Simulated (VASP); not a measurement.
Wanted: the native input for a VASP 6.6.1 run.

| Property | Result |
| --- | --- |
| Task | relaxation of cell and atoms |
| Functional | PBE |
| Potentials or basis | VASP PAW PBE potentials, release 64 (H, Rh_pv) |
| Cutoff | 600 eV |
| k mesh | 8 × 8 × 8 |
| Occupations | gaussian, width 0.05 eV |
| Spin | no spin polarisation |
| Further INCAR settings | ALGO = Normal; EDIFF = 1e-06; IBRION = 2; EDIFFG = -0.02; NSW = 60; ISIF = 3 |

The structure of H3Rh lies in POSCAR:

```
H3Rh
1.0
    3.3254600000      0.0000000000      0.0000000000
    0.0000000000      3.3254600000      0.0000000000
    0.0000000000      0.0000000000      3.3254600000
H Rh
3 1
Direct
    0.0000000000      0.5000000000      0.5000000000
    0.5000000000      0.0000000000      0.5000000000
    0.5000000000      0.5000000000      0.0000000000
    0.5000000000      0.5000000000      0.5000000000
```

The cell was built by a generator and needn't be a form met in nature.

The input as run:

INCAR

```
ALGO     = Normal         # electronic algorithm
EDIFF    = 1E-6           # SCF threshold, eV
EDIFFG   = -0.02          # ionic threshold
ENCUT    = 600            # plane-wave cutoff, eV
GGA      = PE             # functional
IBRION   = 2              # ionic algorithm
ISIF     = 3              # what is computed and relaxed
ISMEAR   = 0              # smearing method
LASPH    = True           # aspherical terms in the spheres
LCHARG   = False          # write CHGCAR
LREAL    = False          # projectors in reciprocal space
LWAVE    = False          # write WAVECAR
NELM     = 80             # most SCF steps
NSW      = 60             # ionic steps
PREC     = Accurate       # precision mode
SIGMA    = 0.05           # smearing width, eV
```

KPOINTS

```
k-points
0
Gamma
  8 8 8
```

Potentials or basis: VASP PAW PBE potentials, release 64 (H, Rh_pv).

The run is started by

```console
$ cat potpaw_PBE.64/H/POTCAR potpaw_PBE.64/Rh_pv/POTCAR > POTCAR
$ mpirun -np 1 vasp_std > vasp.out
```

It gave:

- Pressure after relaxing: 0.1 GPa
- Band gap on the k mesh: none (metal or under the smearing width)

Caveat: the relaxation stopped at its first step, so nothing moved.

It took 10 s on 1 thread of Intel(R) Xeon(R) Platinum 8488C (Sapphire Rapids) (shared host), peak memory 0.16 GiB.
